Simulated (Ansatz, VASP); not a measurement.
**Two plane-wave programs on TiN (Osbornite)**

```
CELL_PARAMETERS angstrom
0.00000 2.11900 2.11900
2.11900 0.00000 2.11900
2.11900 2.11900 0.00000
ATOMIC_POSITIONS crystal
Ti 0.00000 0.00000 0.00000
N 0.50000 0.50000 0.50000
```

Alike in both runs: task relaxation of cell and atoms; functional PBE; k mesh 12 × 12 × 12; occupations methfessel-paxton of order 1, width 0.05 eV; no spin polarisation.

|  | VASP | Ansatz |
| --- | --- | --- |
| version | VASP 6.6.1 | Ansatz 0.2.0 |
| potentials or method | VASP PAW PBE potentials, release 64 (Ti_sv, N) | plane waves, PAW |
| plane-wave cutoff (eV) | 600 | 550 |
| valence electrons in the cell | 17 | 17 |

|  | VASP | Ansatz | Ansatz less VASP |
| --- | --- | --- | --- |
| relaxed volume (Å³/atom) | 9.59 | 9.57 | -0.012 |
| relaxed cell length with the largest relative difference (Å) | 3.004 | 3.003 | -0.0013 |

PBE usually gives volumes a little too large and moduli too small. Zero-point motion and thermal expansion aren't in these numbers.
